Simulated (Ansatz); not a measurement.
# Ti: the cost of one run

Program: Ansatz 0.2.0. Level of theory: DFT PBE, scalar-relativistic, plane waves, PAW. These are calculated values, not measurements.

1 further run of the same task is left out (set aside as unsound or not needed).

### 1 The structure to begin with

Symmetry: P6/mmm, No. 191, hexagonal system. The conventional cell has a = 4.580 Å, b = 4.580 Å, c = 2.832 Å, α = 90.00°, β = 90.00°, γ = 120.00°. Ti (site symmetry 6/mmm) has 14 Ti at 2.83 to 3.00 Å as nearest neighbours. Ti (site symmetry -6m2) is surrounded by 11 Ti at 2.64 to 3.00 Å.

Structure file:

```cif
data_structure
_symmetry_space_group_name_H-M 'P 1'
_symmetry_Int_Tables_number 1
_cell_length_a 4.5795
_cell_length_b 4.5795
_cell_length_c 2.8322
_cell_angle_alpha 90.000
_cell_angle_beta 90.000
_cell_angle_gamma 120.000
_cell_volume 51.44
loop_
_atom_site_label
_atom_site_type_symbol
_atom_site_fract_x
_atom_site_fract_y
_atom_site_fract_z
_atom_site_occupancy
Ti1 Ti 0.00000 0.00000 0.00000 1
Ti2 Ti 0.33333 0.66667 0.50000 1
Ti3 Ti 0.66667 0.33333 0.50000 1
```

It goes back to an entry of the Materials Project, which need not be the stable form.

This cell was relaxed beforehand with the same method: volume 17.15 Å³/atom, gap on the mesh none (metal).

Bulk energy on matching settings, from an earlier run: -2499.6729 eV/atom.

### 2 The (100) slab

Miller indices refer to the conventional cell of the relaxed bulk, P6/mmm (No. 191): a = 4.580 Å, b = 4.580 Å, c = 2.832 Å, α = 90.00°, β = 90.00°, γ = 120.00°.

Cut from the relaxed bulk: a (100) slab, 9.3 Å thick as cut, with 15 Å of vacuum; its outer planes are Ti (top) and Ti (bottom).

The slab as cut. Layers, bottom to top:

| plane | atoms per cell | height over the lowest (Å) |
| --- | --- | --- |
| 1 | Ti | 0.00 |
| 2 | Ti | 1.32 |
| 3 | Ti | 2.64 |
| 4 | Ti | 3.97 |
| 5 | Ti | 5.29 |
| 6 | Ti | 6.61 |
| 7 | Ti | 7.93 |
| 8 | Ti | 9.25 |

### 3 Single point on the unrelaxed (100) slab

The cell repeats along c, and a dipole correction in the vacuum removes the field between the copies.

File input.yaml:

```yaml
crystal:
  lattice:
    - [2.8321726458, 0.0, 0.0]
    - [0.0, 4.5795363026, 0.0]
    - [0.0, 0.0, 24.2539878097]
  atoms:
    - { symbol: Ti, position: [0.5, 0.0, 0.3092274994] }
    - { symbol: Ti, position: [0.0, 0.5, 0.3637339281] }
    - { symbol: Ti, position: [0.5, 0.0, 0.4182403569] }
    - { symbol: Ti, position: [0.5, 0.5, 0.4727467856] }
    - { symbol: Ti, position: [0.0, 0.0, 0.5272532144] }
    - { symbol: Ti, position: [0.5, 0.5, 0.5817596431] }
    - { symbol: Ti, position: [0.5, 0.0, 0.6362660719] }
    - { symbol: Ti, position: [0.0, 0.5, 0.6907725006] }
basis:
  ecutwfc: 420
kpoints:
  mp_grid: { grid: [12, 8, 1] }
hamiltonian:
  xc: pbe
scf:
  occupations: { method: gaussian, width: 0.1 }
output:
  forces: true
  stress: true
  eigenvalues: true
  write_density: true
  write_potential: true
  elf: true
  volumetric_format: npy
efield:
  axis: 3
  dipole_correction: true
  ramp_width: 0.04
```

Command:

```sh
> ansatz run input.yaml --threads 1 --pin off --max-ram 2560MiB --backend cpu --events-out ev --progress --plain --runs-dir out
```

Q: Estimate wall time and peak memory on 1 thread of Arm Neoverse V2, shared host.

About 85 s, with a peak of 0.71 GiB.
